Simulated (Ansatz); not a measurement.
Level of theory: DFT PBE, scalar-relativistic, plane waves, PAW in Ansatz 0.2.0. All cells share a 420 eV cutoff and Γ-centred k meshes spaced at most about 0.3 Å⁻¹ (about 0.25 or finer for metals, 2π included). No spin polarisation.

All energies are static (0 K, no zero-point motion).

Question: Order these relaxed structures of Sn4Se by energy, lowest first, with the energy over the lowest of them.
A.

```xyz
5
Lattice="5.5469 0.0000 0.0000 0.0000 5.5469 0.0000 0.0000 0.0000 5.5469" Properties=species:S:1:pos:R:3 pbc="T T T"
Sn    2.7734    0.0000    0.0000
Sn    0.0000    2.7734    0.0000
Sn    0.0000    0.0000    2.7734
Sn    2.7734    2.7734    2.7734
Se    0.0000    0.0000    0.0000
```

B.

```xyz
10
Lattice="0.0000 5.4210 5.4210 5.4210 0.0000 5.4210 5.4210 5.4210 0.0000" Properties=species:S:1:pos:R:3 pbc="T T T"
Sn    3.8460    3.8460    3.8460
Sn    6.9960    6.9960    3.8460
Sn    6.9960    3.8460    6.9960
Sn    3.8460    6.9960    6.9960
Sn    6.5565    6.5565    9.7065
Sn    9.7065    9.7065    9.7065
Sn    6.5565    9.7065    6.5565
Sn    9.7065    6.5565    6.5565
Se    8.1315    8.1315    8.1315
Se    5.4210    5.4210    5.4210
```

Answer: B (0 meV/atom), A (175 meV/atom). Forms: B Fd-3m; A Pm-3m. Counting Sn atoms around Se (those within 1.25 times the shortest such distance or 1.15 times the sum of covalent radii): B has Se 4; A has Se 6. Both come from invented guesses. Even the lowest of the cells shown lies +0.16 eV/atom against the elements.

Cells relaxed within their symmetry can be saddle points. Some structure types and database cells were kept out of the candidates from the start, so a known form may be missing.
